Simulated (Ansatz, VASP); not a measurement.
## Two plane-wave programs on MoS2

File INCAR:

```
  ALGO = Normal
  DIPOL = 0.5 0.5 0.443
  EDIFF = 1E-6
  ENCUT = 520
  GGA = PE
  IDIPOL = 3
  ISIF = 2
  ISMEAR = 0
  IVDW = 12
  LASPH = T
  LCHARG = F
  LDIPOL = T
  LREAL = F
  LWAVE = F
  NBANDS = 64
  NELM = 60
  PREC = Accurate
  SIGMA = 0.05
```

File KPOINTS:

```
k-points
0
Gamma
  3 3 1
```

The input POSCAR:

```
MoS2
1.0
    6.3058975174      0.0000000000      0.0000000000
   -3.1529487587      5.4610674438      0.0000000000
    0.0000000000      0.0000000000     21.5821191882
S Mo
8 4
Direct
    0.6666666667      0.3333333333      0.3706772227
    0.6666666667      0.8333333333      0.3706772227
    0.1666666667      0.3333333333      0.3706772227
    0.1666666667      0.8333333333      0.3706772227
    0.6667924065      0.3332335883      0.5158659766
    0.6667664117      0.8335588182      0.5158659766
    0.1664411818      0.3332075935      0.5158659766
    0.1666666667      0.8333333333      0.5161340405
    0.3332873913      0.1665667909      0.4433844201
    0.3332793996      0.6667126087      0.4433844201
    0.8333333333      0.1666666667      0.4431541891
    0.8334332091      0.6667206004      0.4433844201
```

Input for Ansatz:

```yaml
crystal:
  lattice:
    - [6.3058975174, 0.0, 0.0]
    - [-3.1529487587, 5.4610674438, 0.0]
    - [0.0, 0.0, 21.5821191882]
  atoms:
    - { symbol: S, position: [0.6666666667, 0.3333333333, 0.3706772227] }
    - { symbol: S, position: [0.6666666667, 0.8333333333, 0.3706772227] }
    - { symbol: S, position: [0.1666666667, 0.3333333333, 0.3706772227] }
    - { symbol: S, position: [0.1666666667, 0.8333333333, 0.3706772227] }
    - { symbol: Mo, position: [0.3332873913, 0.1665667909, 0.4433844201] }
    - { symbol: Mo, position: [0.3332793996, 0.6667126087, 0.4433844201] }
    - { symbol: Mo, position: [0.8333333333, 0.1666666667, 0.4431541891] }
    - { symbol: Mo, position: [0.8334332091, 0.6667206004, 0.4433844201] }
    - { symbol: S, position: [0.6667924065, 0.3332335883, 0.5158659766] }
    - { symbol: S, position: [0.6667664117, 0.8335588182, 0.5158659766] }
    - { symbol: S, position: [0.1664411818, 0.3332075935, 0.5158659766] }
    - { symbol: S, position: [0.1666666667, 0.8333333333, 0.5161340405] }
basis:
  ecutwfc: 420
kpoints:
  mp_grid: { grid: [3, 3, 1] }
hamiltonian:
  xc: pbe
  dispersion: d3bj
scf:
  occupations: { method: gaussian, width: 0.05 }
output:
  forces: true
  eigenvalues: true
  write_density: true
  volumetric_format: npy
efield:
  axis: 3
  dipole_correction: true
  ramp_width: 0.04
```

Alike in both runs: task single point; functional PBE; dispersion D3(BJ); k mesh 3 × 3 × 1; occupations gaussian, width 0.05 eV; no spin polarisation.

|  | VASP | Ansatz |
| --- | --- | --- |
| version | VASP 6.6.1 | Ansatz 0.2.0 |
| potentials or method | VASP PAW PBE potentials, release 64 (S, Mo_sv) | scalar-relativistic, plane waves, PAW |
| plane-wave cutoff (eV) | 520 | 420 |
| valence electrons in the cell | 104 | 104 |

|  | VASP | Ansatz | Ansatz less VASP |
| --- | --- | --- | --- |
| gap on the k mesh at the Fermi level (eV) | 1.78 | 1.78 | -0.004 |
| least direct gap on the mesh (eV) | 1.78 | 1.78 | -0.004 |
| rms of the force components (eV/Å) | 0.017 | 0.018 | +0.0007 |

Ansatz warned: «near_symmetry_operation_missed_by_atoms».
